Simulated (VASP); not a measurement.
Input of a VASP 6.6.1 run:

File INCAR:

```
PREC     = Accurate       # precision mode
ENCUT    = 520            # plane-wave cutoff, eV
EDIFF    = 1E-6           # SCF threshold, eV
ISMEAR   = -1             # smearing method
SIGMA    = 0.05           # smearing width, eV
LREAL    = False          # projectors in reciprocal space
LASPH    = True           # aspherical terms in the spheres
NELM     = 80             # most SCF steps
ALGO     = Normal         # electronic algorithm
ISIF     = 2              # what is computed and relaxed
LWAVE    = False          # write WAVECAR
LCHARG   = False          # write CHGCAR
MAGMOM   = 0 0 0 0 0 0 0 0 0 # initial moments
LORBIT   = 11             # projections on sites
LSORBIT  = True           # spin-orbit coupling
GGA_COMPAT= False        
LMAXMIX  = 4              # l up to which the mixer works
METAGGA  = SCAN           # meta-GGA
LMIXTAU  = True         
NBANDS   = 35             # bands
```

The input KPOINTS:

```
regular mesh
0
Gamma
  7 7 4
```

POSCAR

```
PtS2
1.0
    3.5432000000      0.0000000000      0.0000000000
   -1.7716000000      3.0685012107      0.0000000000
    0.0000000000      0.0000000000      5.0388000000
Pt S
1 2
Direct
    0.0000000000      0.0000000000      0.0000000000
    0.6666666667      0.3333333333      0.7730000000
    0.3333333333      0.6666666667      0.2270000000
```

File KPOINTS_OPT:

```
path GMKGALHA,LM,KH
20
line-mode
reciprocal
 0.0000000000  0.0000000000  0.0000000000  G
 0.5000000000  0.0000000000  0.0000000000  M

 0.5000000000  0.0000000000  0.0000000000  M
 0.3333333333  0.3333333333  0.0000000000  K

 0.3333333333  0.3333333333  0.0000000000  K
 0.0000000000  0.0000000000  0.0000000000  G

 0.0000000000  0.0000000000  0.0000000000  G
 0.0000000000  0.0000000000  0.5000000000  A

 0.0000000000  0.0000000000  0.5000000000  A
 0.5000000000  0.0000000000  0.5000000000  L

 0.5000000000  0.0000000000  0.5000000000  L
 0.3333333333  0.3333333333  0.5000000000  H

 0.3333333333  0.3333333333  0.5000000000  H
 0.0000000000  0.0000000000  0.5000000000  A

 0.5000000000  0.0000000000  0.5000000000  L
 0.5000000000  0.0000000000  0.0000000000  M

 0.3333333333  0.3333333333  0.0000000000  K
 0.3333333333  0.3333333333  0.5000000000  H
```

Potentials or basis: VASP PAW PBE potentials, release 64 (Pt, S).

Launch:

```console
$ cat potpaw_PBE.64/Pt/POTCAR potpaw_PBE.64/S/POTCAR > POTCAR
$ mpirun -np 1 vasp_ncl > vasp.out
```

Q: Predict the pressure.

A: 5.7 GPa.

Q: What does it give for the largest force?

A: 0.887 eV/Å.

Stress tensor (GPa, compression positive):
```
5.07 0.00 0.00
0.00 5.07 0.00
0.00 0.00 7.05
```

Caveat: the PAW data sets were made with another functional, which shifts forces and pressure a little.
